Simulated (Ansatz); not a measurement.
# Zr: a sweep of the smearing

The task here is to estimate one member of a computed series from the others.

Method: DFT, PBE, all-electron LAPW, scalar-relativistic, in Ansatz 0.2.0.

## The structure to begin with

It takes space group Fm-3m (No. 225, cubic). The conventional cell has a = 4.510 Å, b = 4.510 Å, c = 4.510 Å, α = 90.00°, β = 90.00°, γ = 90.00°. Around Zr (site symmetry m-3m) lie 12 Zr at 3.19 Å.

As a file:

```cif
data_structure
_symmetry_space_group_name_H-M 'P 1'
_symmetry_Int_Tables_number 1
_cell_length_a 3.1891
_cell_length_b 3.1891
_cell_length_c 3.1891
_cell_angle_alpha 60.000
_cell_angle_beta 60.000
_cell_angle_gamma 60.000
_cell_volume 22.93
loop_
_atom_site_label
_atom_site_type_symbol
_atom_site_fract_x
_atom_site_fract_y
_atom_site_fract_z
_atom_site_occupancy
Zr1 Zr 0.00000 0.00000 0.00000 1
```

The geometry is a database entry used as it stands. It may stem from high pressure or temperature, or be incomplete, so it serves as a test cell.

Set-up of the first run:

The input, input.yaml:

```yaml
crystal:
  lattice:
    - [0.0, 2.255, 2.255]
    - [2.255, 0.0, 2.255]
    - [2.255, 2.255, 0.0]
  atoms:
    - { symbol: Zr, position: [0.0, 0.0, 0.0] }
kpoints:
  mp_grid: { grid: [16, 16, 16] }
scf:
  occupations: { method: fermi_dirac, width: 0.28 }
hamiltonian:
  xc: pbe
  pseudopotentials: { kind: all_electron, lapw: { basis_error: 0.001 } }
output:
  forces: true
  stress: true
  eigenvalues: true
```

Steps of the session up to this table: With Fermi–Dirac smearing of 0.28 eV; With Gaussian smearing of 0.2 eV; With Fermi–Dirac smearing of 0.01 eV; With Gaussian smearing of 0.05 eV; With tetrahedron filling.

One of the session's tables, all rows but one given; the rest of the session is left out.

```
                       smearing  energy from the first row (meV/atom)
Fermi–Dirac smearing of 0.28 eV                                  0.00
    Gaussian smearing of 0.2 eV                                  4.93
Fermi–Dirac smearing of 0.01 eV                                     ?
   Gaussian smearing of 0.05 eV                                  7.60
            tetrahedron filling                                  4.40
```

**Question.** Estimate the row for Fermi–Dirac smearing of 0.01 eV.

As computed: energy from the first row (meV/atom): 7.71. In the column «energy from the first row (meV/atom)» it is the highest.

Energies are those extrapolated to zero smearing.

Caveats from the session: Warnings in the runs' records: band table not solved further, tetrahedron derivatives may miss energy slope.
